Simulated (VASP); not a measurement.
Set up this calculation in VASP 6.6.1, as the native input.

```yaml
Task: relaxation of cell and atoms
Functional: PBE
Potentials_or_basis: VASP PAW PBE potentials, release 64 (Cd, S)
Cutoff: 600 eV
k_mesh: 9 × 9 × 4
Occupations: gaussian, width 0.03 eV
Spin: no spin polarisation
Further_INCAR_settings: ALGO = Normal; EDIFF = 1e-07; IBRION = 2; EDIFFG = -0.005; NSW = 90; ISIF = 3
```

The structure of CdS (Greenockite) lies in POSCAR:

```
CdS                                     
1.0
    4.1997547476      0.0000000000      0.0000000000
   -2.0998773738      3.6370943011     -0.0000000000
    0.0000000000      0.0000000000      6.8450968206
  Cd              S             
     2     2
Direct
     0.3333333332999970    0.6666666667000030    0.9995209023166226
     0.6666666667000030    0.3333333332999970    0.4995209023166226
     0.3333333332999970    0.6666666667000030    0.3754790976833774
     0.6666666667000030    0.3333333332999970    0.8754790976833774
```

The input as run:

INCAR

```
PREC = Accurate
ENCUT = 600
EDIFF = 1E-7
ISMEAR = 0
SIGMA = 0.03
LREAL = False
LASPH = True
NELM = 80
ALGO = Normal
ISIF = 3
LWAVE = False
LCHARG = False
GGA = PE
IBRION = 2
NSW = 90
EDIFFG = -0.005
```

KPOINTS

```
regular mesh
0
Gamma
  9 9 4
```

Potentials or basis: VASP PAW PBE potentials, release 64 (Cd, S).

Launch:

```sh
$ cat potpaw_PBE.64/Cd/POTCAR potpaw_PBE.64/S/POTCAR > POTCAR
$ mpirun -np 1 vasp_std > vasp.out
```

Results of the run:

```json
{
  "Relaxed volume": "26.17 Å³/atom",
  "Relaxed cell": "a = 4.202 Å, b = 4.202 Å, c = 6.846 Å, α = 90.00°, β = 90.00°, γ = 120.00°",
  "Space group after relaxing (to 0.05 Å)": "P6_3mc (No. 186)",
  "Energy gained by relaxing": "0.0 meV/atom",
  "Ionic steps": "4",
  "Pressure after relaxing": "0.0 GPa",
  "Largest force after relaxing": "0.005 eV/Å",
  "Band gap on the k mesh": "1.10 eV, direct"
}
```

Run time: 85 s on 1 thread of Intel(R) Xeon(R) 6975P-C (Granite Rapids) (shared host), peak memory 0.31 GiB.
